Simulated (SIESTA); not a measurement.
## CdSe (Cadmoselite) under changes of volume

One of the cells (28.102 Å³/atom); the others are scaled copies at fixed shape and fractional positions:

```xyz
4
Lattice="4.3000 0.0000 0.0000 -2.1500 3.7239 0.0000 0.0000 0.0000 7.0200" Properties=species:S:1:pos:R:3 pbc="T T T"
Cd    2.1500    1.2413    3.5100
Cd    0.0000    2.4826    0.0000
Se    2.1500    1.2413    6.2127
Se    0.0000    2.4826    2.7027
```

* Program: SIESTA 5.4.2
* Functional: PBE
* Potentials or basis: PseudoDojo 0.4 standard (PBE files, fully relativistic)
* Basis: DZP (energy shift 0.003 Ry; two zetas on semicore shells)
* Grid cutoff: 800 Ry
* Energy shift: 0.003 Ry
* k mesh: 5 × 5 × 3
* Occupations: fermi-dirac, width 0.05 eV
* Spin: non-collinear spin, zero start, spin-orbit coupling
* Starting moments: [[0.0, 0.0, 0.0], [0.0, 0.0, 0.0], [0.0, 0.0, 0.0], [0.0, 0.0, 0.0]] μB

```csv
volume (Å³/atom),energy over the lowest point (meV/atom),pressure (GPa),gap on the mesh (eV),largest force (eV/Å)
26.416,71.00,7.6,0.99,0.405
26.978,47.41,5.9,0.93,0.377
27.540,29.31,4.5,0.87,0.350
28.102,15.88,3.2,0.80,0.325
28.665,6.84,2.0,0.75,0.303
29.227,?,?,?,?
29.789,0.00,0.1,0.63,0.261
```

Q: What does the run at 29.227 Å³/atom give?

A: Energy over the lowest point 1.86 meV/atom; pressure 1.0 GPa; gap on the mesh 0.69 eV; largest force 0.283 eV/Å.

Worked out: A Birch-Murnaghan fit of order 3 (a polynomial in V^(-2/3)) to the other rows has its minimum at 29.80 Å³/atom, just outside them, with B0 = V·E''(V) = 47 GPa and B' = 4.7 at fixed shape and positions, which overstates the stiffness. It gives 1.68 meV/atom at 29.227 Å³/atom, against the run's 1.86, and -dE/dV = 1.0 GPa, against 1.0. A straight line through the other rows of the gap, of slope -3 eV per unit of ln V (its deformation potential), gives 0.69 eV, against the run's 0.69.

Energies are extrapolated to zero smearing.

Caveats: an odd mesh through Γ misses points on the zone boundary, where band edges often lie; the basis of atomic orbitals isn't converged, which shifts pressures, moduli and gaps.
